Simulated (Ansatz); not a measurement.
**WS2 (2H monolayer): spin-orbit coupling beyond the local functionals**

Aim: the spin-orbit change of the gap of WS2 (2H monolayer).

Main program and level: Ansatz 0.2.0; density functionals with and without spin-orbit coupling, plane waves, PAW.

**Experimental background.**

- Gap 2.238 ± 0.003 eV: free-particle direct gap at K; magneto-absorption of Rydberg excitons; 4 K; monolayer (exfoliated monolayer encapsulated in hBN) (“Revealing exciton masses and dielectric properties of monolayer semiconductors with high magnetic fields”, 2019, pmc:6744484).

- Gap 2.27 eV: quasiparticle gap, capped by bilayer graphene, n=1 energy plus inferred exciton binding energy; reflectance contrast spectroscopy with empirical scaling; 70 K; monolayer (exfoliated monolayer covered with bilayer graphene) on fused silica (“Coulomb engineering of the bandgap and excitons in two-dimensional materials”, 2017, pmc:5418602).

- Gap 2.06 eV: optical gap, A exciton n=1, capped by bilayer graphene; reflectance contrast spectroscopy; 70 K; monolayer (exfoliated monolayer covered with bilayer graphene) on fused silica (“Coulomb engineering of the bandgap and excitons in two-dimensional materials”, 2017, pmc:5418602).

- Gap 2.14 eV: transport (quasiparticle) gap of monolayer from electron and hole threshold voltage difference; ionic liquid gated FET transport; 240 K; monolayer (exfoliated monolayer on SiO2/Si covered by DEME-TFSI ionic liquid) (“Mono- and Bilayer WS2 Light-Emitting Transistors”, 2014, arxiv:1403.7551).

- Gap 1.95 eV: optical gap, direct at K, PL peak position; micro-photoluminescence; 300 K; monolayer (single layer) on SiO2/Si (“Indirect to direct band gap crossover in two-dimensional WS2(1-x)Se2x alloys”, 2020, arxiv:2011.12587).

This is a selection; 30 further reports are not listed.

### 1. Starting point

The cell holds 3 atoms: 1 W and 2 S. Cell: a = 3.188 Å, b = 3.188 Å, c = 30.833 Å, α = 90.0°, β = 90.0°, γ = 120.0°. Vacuum lies along c.

Coordinates:

```cif
data_structure
_symmetry_space_group_name_H-M 'P 1'
_symmetry_Int_Tables_number 1
_cell_length_a 3.1877
_cell_length_b 3.1877
_cell_length_c 30.8326
_cell_angle_alpha 90.000
_cell_angle_beta 90.000
_cell_angle_gamma 120.000
_cell_volume 271.33
loop_
_atom_site_label
_atom_site_type_symbol
_atom_site_fract_x
_atom_site_fract_y
_atom_site_fract_z
_atom_site_occupancy
W1 W 0.33333 0.66667 0.29190 1
S2 S 0.66667 0.33333 0.34287 1
S3 S 0.66667 0.33333 0.24093 1
```

The structure was relaxed with PBE. The runs that relaxed it are not among those shown. Spin-orbit coupling is left out unless a step names it. The default PAW set here is soft_2. Its files were made with PBE. The Coulomb interaction is cut off across the vacuum.

### 2. HSE06, 6×6×1 mesh

This step: DFT, HSE06, plane waves, PAW.

File input.yaml:

```yaml
crystal:
  lattice:
    - [3.1877167037, 0.0, 0.0]
    - [-1.5938583519, 2.7606436455, 0.0]
    - [0.0, 0.0, 30.8325707176]
  atoms:
    - { symbol: W, position: [0.3333333333, 0.6666666667, 0.2918991116] }
    - { symbol: S, position: [0.6666666667, 0.3333333333, 0.3428702885] }
    - { symbol: S, position: [0.6666666667, 0.3333333333, 0.2409279346] }
  periodic: [true, true, false]
kpoints:
  mp_grid: { grid: [6, 6, 1] }
  band_path:
    path: [[0.0, 0.0, 0.0], [0.5, 0.0, 0.0], [0.3333333333, 0.3333333333, 0.0]]
    npoints: 1
hamiltonian:
  xc: hse06
scf:
  occupations: { method: fixed }
  n_extra_bands: 5
output:
  eigenvalues: true
```

On the command line:

```console
ansatz run input.yaml --threads 3 --pin off --max-ram 92160MiB --backend cuda --events-out ev --progress --plain --runs-dir out --devices 1 --max-vram 13GiB  # rebuilt from the run's record
```

Numbers of over 12 decimals in the logs are rounded to 6 here.

What it wrote:

```text
scf.n_extra_bands = 5 over 13 filled bands (N_el = 26.0): the run solves 18 bands
GPUs: using 1 of 1 available (devices: 1).
Engine: ansatz 0.2.0, x86_64-unknown-linux-gnu
Pseudopotentials: kind: paw
Pseudopotential: W, paw, valence charge 14, recommended cutoff 420 eV (normal), W.paw.azcp
Pseudopotential: S, paw, valence charge 6, recommended cutoff 420 eV (normal), S.paw.azcp
Functional definition: HSE06
  parameter a = 0.25
  parameter omega = 0.11/bohr
  exchange = pbe_x - a*pbe_x_sr(omega) + a*exact_x_sr(omega)
  correlation = pbe_c
davidson cushion auto → on  (no smearing: the cushion is to keep the highest requested band from converging to the state above it; pin scf.eigensolver.cushion to override)
device memory: the entry about to start is reckoned to put 2.1 GiB on a device that reports 66.8 GiB free (of which the cap on the GPU budget leaves the run 13.0 GiB)
GPU FFT provider: cuFFT
GPU libraries: cuBLAS 13.8.2, cuFFT 12.4.0, cuSOLVER 12.3.4
Crystal: 3 atoms, lattice volume = 271.331 Å³
Basis set: ecut = 420 eV, 5359 PW (Γ)
Bands: 18, of which v1, the nominal top of the filled ones, is band 13 counted from 1 (12 counted from 0)
Symmetry: 12 space group operations
Space group: P-6m2 (ITA 187), of the structure as read, at distance tolerance 6.5e-5 Å
k-points: 7 of 36 (time reversal used)
Non-local potential: W, projectors of the file, l = 0: 3, l = 1: 2, l = 2: 2, l = 3: 1
Non-local potential: S, projectors of the file, l = 0: 2, l = 1: 2, l = 2: 2
PAW form: soft (Blöchl's): semilocal exchange-correlation on the pseudo side does not see the compensation charge
PAW frozen core: W, regenerated for the run's functional, and the local potential with it (the file was generated under x = pbe(κ = 0.804, μ = 0.219515), c = pbe(β = 0.066725))
PAW frozen core: S, regenerated for the run's functional, and the local potential with it (the file was generated under x = pbe(κ = 0.804, μ = 0.219515), c = pbe(β = 0.066725))
PAW one-centre angular grid: W, 590 points (default); XC on 64 Gauss nodes
PAW one-centre angular grid: S, 110 points (default); XC on 64 Gauss nodes
Initial density: superposition of atomic densities (neutral atoms: chi_scale 0, normalization atom), corrected by the library's trained network
Initial wavefunctions: pseudopotential atomic-orbital guess
GPU buffer pool allocated for 124416 grid points (all kernels)
GPU transforms: local potential and band sums: pruned to the plane-wave sphere, on 24×24×216
Functional: x = pbe(κ = 0.804, μ = 0.219515), c = pbe(β = 0.066725), warm-up for x = pbe(κ = 0.804, μ = 0.219515) + 0.25 (exact − pbe) at short range (hse, ω = 0.207870 Å⁻¹), c = pbe(β = 0.066725); HSE06 as pw.x's `hse` composes it (authors' and Libxc's form: `xc: wpbeh`)
[...]
Exchange kernel: α = 0.2500, screened, ω = 0.2079 Å⁻¹, Wigner–Seitz truncation, v(0) = 1044.5262 eV·Å³, q-mesh 6×6×1, nearest image of the exchange supercell L = 19.13 Å, pair-density grid 20×20×216, without the augmentation charges, whose exchange is taken in its separable form by FFT convolution over the k-point mesh (the finest that the files' search goes to), smooth part of the exact exchange by density-matrix convolution in up to 4.53 GiB of GPU memory as planned if the GPU has room (build and FFT work areas not counted)
Frozen-core exchange: fock
SCF iter   1: F=—  HF=-12193.449473 eV  |F-HF|=—  |Δ(HF+E_count)|=         —  Δρ=2.00e-5  dr2=5.05e-7  ethr=1.47e-7  ⟨swp⟩=4.6  Hψ=338  notcnv=0
preconditioner: auto → none  [insulator: Δε(μ)=2.296 eV  Ē_g=10.702 eV  n_scr=18 (ndim 8)  ℏωp=9.6 eV  f_vac=0.772]
iter 2 solved again at ethr=1.69e-10 eV; its pass at ethr=1.73e-9 eV (dr2=4.40e-8 eV) is discarded
SCF iter   2: F=-12193.449473 eV  HF=-12193.449473 eV  |F-HF|=2.55e-8  |Δ(HF+E_count)|=   1.86e-7  Δρ=7.02e-6  dr2=5.67e-8  ethr=1.69e-10  ⟨swp⟩=3.4  Hψ=703  notcnv=0  defer=2
SCF 3 converged in 2 iterations: F = -12193.449473 eV  dr2 = 5.67e-8
[...]
hybrid outer 2: dexx = +1.461e-7 eV, tail = 1.28e-7 eV, Δε = 1.35e-3 eV (about 1.73e-4 eV left of the loop's levels)
device memory: the entry about to start is reckoned to put 0.8 GiB on a device that reports 39.1 GiB free (of which the cap on the GPU budget leaves the run 13.0 GiB)
NSCF: frozen V_eff on 3 k-points
hybrid SCF converged: 2 outer / 9 inner (+3 warm-up), last move |dexx| = 1.46e-7 eV, tail = 1.28e-7 eV
Stability not checked: this state was not tested for a lower state beside it, because the functional holds exact exchange (a hybrid, or Hartree-Fock), whose exchange loop this test does not read (fock_operator; see scf.lower_state_search)
Free energy (F): -12193.449473 eV
Frozen-core exchange: fock
Harris-Foulkes:  -12193.449473 eV  (|F-HF|=2.55e-8)
Internal energy: -12193.449473 eV  (E = F + TS)
E sigma→0 (E₀):  -12193.449473 eV
Fermi energy:    -6.123737 eV
--- Per-component energies (eV) ---
  E_band       = -667.972475
  E_kinetic    = 662.475101
  E_local      = -45171.743845  (includes V_loc(G=0)·N_el)
  E_nonlocal   = 57.793758
  E_hartree    = 22187.057296
  E_xc         = -368.373490
  E_vxc        = -330.153838  (∫ρ·V_xc dr)
  E_exx        = -63.166251  (= α·E_x^exact, valence–valence)
  E_paw        = -9793.630472  (= ΣΔE_a)
  E_vpaw       = -134.124694  (= ΣTr[D̂ρ^β])
  E_aug_tail   = -0.000058  (compensation charges beyond the density's cutoff)
  E_ewald      = 20299.248023
  E_core_change = -3.109535  (= ΣΔE_core)
  E_smearing   = -0.000000  (= −TS)
  E_closure    = 0.000000  (closes the sum)
  Σ components = -12193.449473   (vs F -12193.449473, Δ=1.82e-12)
--- Band table (eV; the first three rows and the last of 7) ---
  k-point 0: bands = [... 9 lower, -8.5953, -7.9684, -7.9684, -6.1885, -2.5261, -2.5261, -2.4104, -2.4104, ... 1 higher]
  k-point 1: bands = [... 9 lower, -8.9303, -8.6340, -7.8265, -6.5699, -3.1371, -2.7684, -2.6055, -1.7512, ... 1 higher]
  k-point 2: bands = [... 9 lower, -9.5987, -8.4027, -8.0398, -7.4957, -2.9245, -2.8975, -1.7162, -0.7820, ... 1 higher]
  k-point 6: bands = [... 9 lower, -10.5876, -9.8370, -8.9230, -6.1237, -3.8282, -2.0000, -1.3068, 0.3784, ... 1 higher]
  the weakly bound empty levels are not read free of the cell's end (exact_exchange)
```

Wall time 13 s (1 × NVIDIA H100 80GB HBM3 (shared by 6 runs) with 3 threads of AMD EPYC 7R13 (Zen 3), shared host); peak memory 1.6 GiB; 15 s of CPU time.

The column dr2 measures how far the density is from self-consistency, as an energy; F and HF (Harris–Foulkes) agree once it is small.

Numbers from this step:

```yaml
gap: 2.296 eV
valence_top_at: K
conduction_bottom_at: K
least_direct_gap: 2.296 eV
exact_exchange_fraction: 0.25
```

The gap is direct, at (0.333, 0.333, 0.000).

### 3. HSE06+SOC, 6×6×1 mesh

The many-body steps leave out spin-orbit coupling, so its effect is taken from a two-component run, with twice the bands.

This step: DFT, HSE06 with spin-orbit coupling, plane waves, PAW.

input.yaml, as its differences from that of step 2:

```diff
@@ -19,3 +19,6 @@
   occupations: { method: fixed }
-  n_extra_bands: 5
+  n_extra_bands: 10
+magnetization:
+  noncollinear: true
+  spin_orbit: true
 output:
```

What it wrote:

```text
[...]
GPUs: using 1 of 1 available (devices: 1).
[...]
non-collinear run that drives no moment, with spin-orbit: no starting moment large enough to seed its density (crystal.atoms[].spin), no starting occupations that ask for one, no magnetisation constraint and no magnetic field, so the semilocal B_xc is pinned to zero
[...]
GPU FFT provider: cuFFT
GPU libraries: cuBLAS 13.8.2, cuFFT 12.4.0, cuSOLVER 12.3.4
Crystal: 3 atoms, lattice volume = 271.331 Å³
Basis set: ecut = 420 eV, 5359 PW (Γ)
Bands: 36, of which v1, the nominal top of the filled ones, is band 26 counted from 1 (25 counted from 0)
Symmetry: 12 space group operations + 12 with time reversal
[...]
k-points: 7 of 36 (time reversal used)
Projection manifold: j_resolved (fully-relativistic pseudo-atomic orbitals)
[...]
GPU buffer pool allocated for 124416 grid points (all kernels)
[...]
SCF iter   7: F=-12216.037045 eV  HF=-12216.037051 eV  |F-HF|=5.41e-6  |Δ(HF+E_count)|=   6.02e-5  Δρ=6.55e-5  dr2=9.77e-6  dr2_m=0.00e0 (ungated)  ethr=1.56e-6  |M|=0.00e0 ∫|m|=0.00e0 μB  |m|>n=0.0e0 m-floor=0.0e0 τ_xc=0.0e0  ⟨swp⟩=4.7  Hψ=813  notcnv=0  defer=4
SCF 1 stopped early in 7 iterations: F = -12216.037045 eV  dr2 = 9.77e-6
[...]
GPU FFT provider: cuFFT
GPU libraries: cuBLAS 13.8.2, cuFFT 12.4.0, cuSOLVER 12.3.4
Projection manifold: j_resolved (fully-relativistic pseudo-atomic orbitals)
[...]
GPU buffer pool allocated for 124416 grid points (all kernels)
[...]
Frozen-core exchange: fock
SCF iter   1: F=—  HF=-12199.434495 eV  |F-HF|=—  |Δ(HF+E_count)|=         —  Δρ=3.24e-3  dr2=5.31e-2  dr2_m=0.00e0 (ungated)  ethr=3.76e-7  |M|=0.00e0 ∫|m|=0.00e0 μB  |m|>n=0.0e0 m-floor=0.0e0 τ_xc=0.0e0  β_m=0.30  ⟨swp⟩=14.0  Hψ=1650  notcnv=0
[...]
SCF iter   6: F=-12199.426460 eV  HF=-12199.426462 eV  |F-HF|=2.63e-6  |Δ(HF+E_count)|=   2.10e-6  Δρ=1.53e-5  dr2=3.48e-6  dr2_m=0.00e0 (ungated)  ethr=2.66e-8  |M|=0.00e0 ∫|m|=0.00e0 μB  |m|>n=0.0e0 m-floor=0.0e0 τ_xc=0.0e0  ⟨swp⟩=4.3  Hψ=753  notcnv=0  defer=2
SCF 2 stopped early in 6 iterations: F = -12199.426460 eV  dr2 = 3.48e-6
hybrid outer 1: dexx = +6.681e-3 eV, tail = 1.41e-5 eV
GPU FFT provider: cuFFT
GPU libraries: cuBLAS 13.8.2, cuFFT 12.4.0, cuSOLVER 12.3.4
Projection manifold: j_resolved (fully-relativistic pseudo-atomic orbitals)
GPU buffer pool allocated for 124416 grid points (all kernels)
[...]
Frozen-core exchange: fock
SCF iter   1: F=—  HF=-12199.426440 eV  |F-HF|=—  |Δ(HF+E_count)|=         —  Δρ=2.30e-5  dr2=2.14e-6  dr2_m=0.00e0 (ungated)  ethr=2.72e-7  |M|=0.00e0 ∫|m|=0.00e0 μB  |m|>n=0.0e0 m-floor=0.0e0 τ_xc=0.0e0  β_m=0.30  ⟨swp⟩=4.4  Hψ=597  notcnv=0
[...]
SCF iter   4: F=-12199.426440 eV  HF=-12199.426440 eV  |F-HF|=3.72e-8  |Δ(HF+E_count)|=   9.05e-8  Δρ=1.87e-6  dr2=4.01e-8  dr2_m=0.00e0 (ungated)  ethr=1.24e-9  |M|=0.00e0 ∫|m|=0.00e0 μB  |m|>n=0.0e0 m-floor=0.0e0 τ_xc=0.0e0  ⟨swp⟩=4.0  Hψ=626  notcnv=0  defer=3
SCF 3 converged in 4 iterations: F = -12199.426440 eV  dr2 = 4.01e-8
[...]
NSCF: frozen V_eff on 3 k-points
[...]
Magnetization: |M| = 0.0000 μB,  M = (+0.0000, +0.0000, +0.0000) μB
Absolute magnetization: 0.0000 μB (∫|m|)
  site 0: m = (+0.0000, +0.0000, +0.0000) μB, |m| = 0.0000 μB  (R = 1.00 Å)
  site 1: m = (+0.0000, +0.0000, +0.0000) μB, |m| = 0.0000 μB  (R = 1.00 Å)
  site 2: m = (+0.0000, +0.0000, +0.0000) μB, |m| = 0.0000 μB  (R = 1.00 Å)
Free energy (F): -12199.426440 eV
Frozen-core exchange: fock
[...]
Internal energy: -12199.426440 eV  (E = F + TS)
E sigma→0 (E₀):  -12199.426440 eV
Fermi energy:    -5.854556 eV
[...]
--- Band table (eV; the first three rows and the last of 7) ---
  k-point 0: bands = [... 22 lower, -7.8420, -7.8420, -6.1530, -6.1530, -2.6192, -2.6192, -2.6164, -2.6164, ... 6 higher]
  k-point 1: bands = [... 22 lower, -7.8309, -7.8309, -6.5455, -6.5455, -3.2075, -3.2075, -2.7271, -2.7271, ... 6 higher]
  k-point 2: bands = [... 22 lower, -8.0473, -8.0473, -7.4466, -7.4466, -3.0905, -3.0905, -2.7442, -2.7442, ... 6 higher]
  k-point 6: bands = [... 22 lower, -8.9668, -8.8875, -6.3658, -5.8546, -3.8478, -3.8462, -2.0202, -2.0175, ... 6 higher]
  the weakly bound empty levels are not read free of the cell's end (exact_exchange)
```

Wall time 39 s (1 × NVIDIA H100 80GB HBM3 (shared by 6 runs) with 3 threads); peak memory 2 GiB.

This step gave:

```
gap                     : 2.007 eV
valence top at          : K
conduction bottom at    : K
least direct gap        : 2.007 eV
exact-exchange fraction : 0.25
```

The gap stands −0.29 eV against HSE06.

### 4. Together

Times are wall times on 1 × NVIDIA H100 80GB HBM3 (shared by 6 runs) with 3 threads of AMD EPYC 7R13 (Zen 3), shared host, good to a factor of about two.

```csv
level,gap (eV),with coupling (eV),change (eV),time,with coupling
HSE06,2.30,2.01,−0.29,13 s,39 s
```

### 5. Outcome

| Property | Result |
| --- | --- |
| HSE06 | 2.30 eV |
| HSE06+SOC | 2.01 eV |

**Reading.** Spin-orbit coupling changes the gap by −0.29 eV and the least direct gap by −0.29 eV. Against experiment, by HSE06+SOC: the direct gap of 2.01 eV lies −0.23 eV from the measured 2.238 ± 0.003 eV (electronic, 4 K, encapsulated, 2019); the gap of 2.01 eV lies −0.26 eV from the measured 2.27 eV (electronic, 70 K, on fused silica, 2017); the direct gap of 2.01 eV lies −0.05 eV from the measured 2.06 eV (exciton, 70 K, on fused silica, 2017); the gap of 2.01 eV lies −0.13 eV from the measured 2.14 eV (transport, 240 K, 2014); the direct gap of 2.01 eV lies +0.06 eV from the measured 1.95 eV (exciton, 300 K, on SiO2/Si, 2020). An exciton line or allowed optical edge lies below the quasiparticle gap by the binding energy; a forbidden edge can push the onset above it. The computed sheet is free-standing; a substrate or cover screens it further and lowers both gap and binding, while the exciton line moves little. The lattice is static and excitons are left out.

[Paths, hosts, dates, memory and timing lines, banners, echoed tables and standing remarks are left out of the program output.]

[Logs are printed without paths, hosts, clocks, repeated set-up lines and the standing remarks that a program may print on its own settings, such as how far it seeks lower states.]

[Runs of the session that timed out or met a known fault of the program may be left out.]

[Cells called generated may have been cut or substituted from an entry of the Crystallography Open Database or the Materials Project.]

[Hosts, paths, dates, database ids (printed as entryN), source tags and the programs' standing remarks are cut or masked in the printed files.]
